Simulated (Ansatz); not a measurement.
Sensitivity of the gradients in SiO2 to the input

Cell: a COD entry, taken as it stands.

Space group Pbcn (No. 60); a = 4.0970, b = 5.0462, c = 4.4946 Å.

```
site  Wyckoff  site symmetry       x       y       z
  Si       4c            .2.  0.0000  0.1522  0.2500
   O       8d              1  0.7336  0.6245  0.9186
```

One atom of each set is listed.

Reference run. The numbers come from a DFT calculation in Ansatz (PBE, plane waves and PAW (field gradients read without the response of the frozen cores, which leaves them typically 4 to 6 % off), scalar-relativistic, 420 eV cutoff, Γ-centred 5×4×5 k-points, Fermi–Dirac smearing 0.02 eV).

**Question.** The input is changed as follows: `total_charge`: not typed → -1; `kpoints.mp_grid.grid`: [5, 4, 5] → [8, 6, 8]; `scf.occupations.width`: 0.02 → 0.1. What happens to V_zz (10²¹ V/m²) and η?

**Answer.** 

| site | V_zz reference | η reference | V_zz changed | η changed |
| --- | --- | --- | --- | --- |
| Si | 0.87 | 0.66 | -0.79 | 0.70 |
| O | -11.98 | 0.47 | -11.24 | 0.50 |

The largest change of V_zz along a kept axis is on O, from -11.98 to -11.24. In per cent, |V_zz| changes by -6 on O (all sites that start above 2). On Si the largest principal value lies along another axis in the second run, so the two V_zz can't be compared directly. The changed cell holds a charge of -1 on a uniform background, so it isn't the neutral crystal. It has an odd number of electrons and no spin polarisation, so the extra carrier is shared by both spins and spread out, where a real one carries spin and can localise. The gap no longer holds the Fermi energy in the changed run, so its gradients also hang on the k-mesh and the smearing. SCF iterations: 6 and 7.

On the reference run: At this cell the PBE pressure is 6 GPa, so with PBE the cell would grow if it were relaxed. The largest force is 1.0 eV/Å, so the atoms aren't at the calculated equilibrium and relaxing them would move these values.
